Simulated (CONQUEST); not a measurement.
A run of CONQUEST 1.3 is set up as follows.

Conquest_input

```
IO.Title ZnS
IO.Coordinates coords.dat
IO.FractionalAtomicCoords T
IO.Iprint 2
IO.Iprint_init 1
General.NumberOfSpecies 2
General.PseudopotentialType hamann
AtomMove.TypeOfRun static
AtomMove.FullStress T
Grid.GridCutoff 120
DM.SolutionMethod ordern
DM.L_range 16
DM.LVariations 60
minE.LTolerance 1e-6
minE.SCTolerance 1e-5
SC.MaxIters 100
IO.AtomChargeOutput T
%block ChemicalSpeciesLabel
1 65.390 Zn
2 32.070 S
%endblock
```

The input coords.dat:

```
    7.2017462609     0.0000000000     0.0000000000
    0.0000000000    11.7805526609     0.0000000000
    0.0000000000     0.0000000000    12.4737904279
8
  0.4983475000   0.5002410000   0.8331985000 1 T T T
  0.9983475000   0.5002410000   0.3331985000 1 T T T
  0.0217990000   0.0055960000   0.6662840000 1 T T T
  0.5217990000   0.0055960000   0.1662840000 1 T T T
  0.0019725000   0.8798910000   0.3406675000 2 T T T
  0.5019725000   0.8798910000   0.8406675000 2 T T T
  0.0047725000   0.3899440000   0.6618135000 2 T T T
  0.5047725000   0.3899440000   0.1618135000 2 T T T
```

Potentials or basis: PseudoDojo NC PBE, SZ, linear scaling with L range 16 bohr, grid cutoff 120 Ha.

The run is started by

```bash
$ OMP_NUM_THREADS=1 Conquest
```

(1) What does it give for the Mulliken charges?

(2) What does it give for the pressure?

## Answers

(1) Zn +1.05, +1.01; S -1.02, -1.03 e.

(2) 14.6 GPa.

Caveat: the atomic basis is small; the density matrix is cut off at a finite range, which raises the energy and shifts forces and pressure; the basis of atomic orbitals isn't converged, which shifts pressures, moduli and gaps.
